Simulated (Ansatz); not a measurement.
## Reading a calculation: BaTe (rocksalt structure)

Level of theory: DFT, PBEsol, scalar-relativistic, no spin polarisation; plane waves to 420 eV with PAW datasets (Ansatz 0.2.0), Γ-centred 8×8×8 mesh, 0.05 eV Gaussian smearing; PAW files: Ansatz's generated set soft_2.

The compound is reported in the structure type of the start.

The relaxed structure (symmetry read at 0.01 Å). Symmetry: Fm-3m, No. 225, cubic system. The conventional cell has a = 6.942 Å, b = 6.942 Å, c = 6.942 Å, α = 90.00°, β = 90.00°, γ = 90.00°. Ba (site symmetry m-3m) has 6 Te at 3.47 Å as nearest neighbours. Te (site symmetry m-3m) is surrounded by 6 Ba at 3.47 Å. (Neighbours are counted to 15 % beyond the shortest distance.)

Should it be a metal or an insulator?

Formal charges Ba²⁺, Te²⁻ balance and leave closed shells on every ion, so a band insulator is expected, and the gap is 1.46 eV.

What fixes the bond lengths?

Shannon's ionic radii give a check on the bond lengths: Ba²⁺ with 6 neighbours 1.35 Å + Te²⁻ 2.21 Å = 3.56 Å against a computed mean of 3.47 Å. Sums and bonds agree within 3 %, so ion sizes set the bond lengths.

How stiff is it, in energy terms?

B0·V0 = 32.1 GPa × 41.81 Å³ = 8.37 eV/atom sets the scale: near the minimum ΔE ≈ ½ B0 V0 x², with x = V/V0 − 1, and a pressure of 0.3 GPa squeezes the volume by about 1 %. At the ends of the curve: x = −4.0 % predicts 6.7 meV/atom and the run gives 7.2; x = +4.0 % predicts 6.7 meV/atom and the run gives 6.3. The curve is steeper than the parabola on the compressed side and flatter on the expanded side: the bulk modulus rises with pressure.

Which Debye temperature follows from the elastic moduli?

K = 32 GPa and G = 17.8 GPa (Hill). With a density of 5.260 g/cm³ (mean mass 132.5 u, 41.81 Å³/atom), K = 32.1 and G = 17.82 GPa from the unrounded constants, v_l = √((K + 4G/3)/ρ) = 3260 m/s and v_t = √(G/ρ) = 1840 m/s. The mean [(1/v_l³ + 2/v_t³)/3]^(−1/3) is 2050 m/s, and θ_D = (ħ/k_B)(6π²/V)^(1/3) v_m ≈ 180 K, with V the volume an atom.

All results together:

- Volume: 41.81 Å³/atom
- Band gap: 1.46 eV
- Smallest direct gap: 1.82 eV
- Formation energy from the elements (0 K, uncorrected): -1.79 eV/atom
- Bulk modulus (Birch–Murnaghan): 32 GPa
- Pressure derivative B0′: 4.4
- Shear modulus (Hill): 17.8 GPa
- Young's modulus: 45 GPa
- Poisson's ratio: 0.27
- Elastically stable: yes

Kohn–Sham gaps of semilocal functionals lie under measured ones, often by a third or more. Spin–orbit coupling, which matters for such heavy elements, is left out.
